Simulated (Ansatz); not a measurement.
The system is HfN.

```
Hf N
1.0
     0.00000    2.25600    2.25600
     2.25600    0.00000    2.25600
     2.25600    2.25600    0.00000
Hf N
1 1
Cartesian
  0.0000 0.0000 0.0000
  2.2560 2.2560 2.2560
```

| Quantity | Value |
| --- | --- |
| Program | Ansatz 0.2.0 |
| Task | relaxation of cell and atoms |
| Functional | PBE |
| Potentials or basis | Ansatz PAW |
| Cutoff | 420 eV (not typed: the program's choice for these potentials) |
| k mesh | 10 × 10 × 10 |
| Occupations | fermi-dirac, width 0.05 eV |
| Spin | no spin polarisation |

At the start: volume 11.48 Å³/atom.

Task: How do energy, volume and symmetry change on relaxing?

Result: It ends after 7 steps and the volume is 11.76 Å³/atom (+2.4 %); space group Fm-3m (No. 225, to 0.05 Å).

Step by step:
| step | energy change (eV) | largest force (eV/Å) | volume (Å³) |
| --- | --- | --- | --- |
| 1 | 0.0000 | 0.0000 | 22.96 |
| 2 | -0.0058 | 0.0000 | 23.79 |
| 3 | -0.0093 | 0.0000 | 23.52 |
| 4 | -0.0093 | 0.0000 | 23.51 |
| 5 | -0.0112 | 0.0000 | 23.51 |
| 6 | -0.0112 | 0.0000 | 23.52 |
| 7 | -0.0112 | 0.0000 | 23.52 |

Final structure:
```
Hf N
1.0
     0.00000    2.27401    2.27401
     2.27401    0.00000    2.27401
     2.27401    2.27401    0.00000
Hf N
1 1
Direct
  0.00000 0.00000 0.00000
  0.50000 0.50000 0.50000
```

Caveat: the plane-wave basis is chosen anew once the cell has moved, so the energies of steps on either side of that aren't comparable; the pressure holds a Pulay correction of +0.5 GPa for the finite cutoff.
